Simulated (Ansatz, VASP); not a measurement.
## Ru: VASP beside Ansatz

```
CELL_PARAMETERS angstrom
2.69759 0.00000 0.00000
-1.34880 2.33619 0.00000
0.00000 0.00000 20.39873
ATOMIC_POSITIONS crystal
Ru 0.66667 0.33333 0.34316
Ru 0.33333 0.66667 0.44772
Ru 0.66667 0.33333 0.55209
Ru 0.33333 0.66667 0.65388
```

Alike in both runs: functional PBE; dispersion D3(BJ); k mesh 12 × 12 × 1; occupations gaussian, width 0.1 eV; no spin polarisation.

Ansatz relaxed the structure, and its values are those at the end. VASP's run is a single point on that final structure, the one shown.

```csv
,VASP,Ansatz
version,VASP 6.6.1,Ansatz 0.2.0
potentials or method,"VASP PAW PBE potentials, release 64 (Ru_pv)","scalar-relativistic, plane waves, PAW"
plane-wave cutoff (eV),520,420
valence electrons in the cell,56,64
```

|  | VASP | Ansatz | Ansatz less VASP |
| --- | --- | --- | --- |
| gap on the k mesh at the Fermi level (eV) | none | none | - |
| rms of the force components (eV/Å) | 0.211 | 0.211 | +0.0001 |

A gap of «none» marks a metal or a gap that the smearing closes. The two sets of potentials don't hold the same shells in valence.
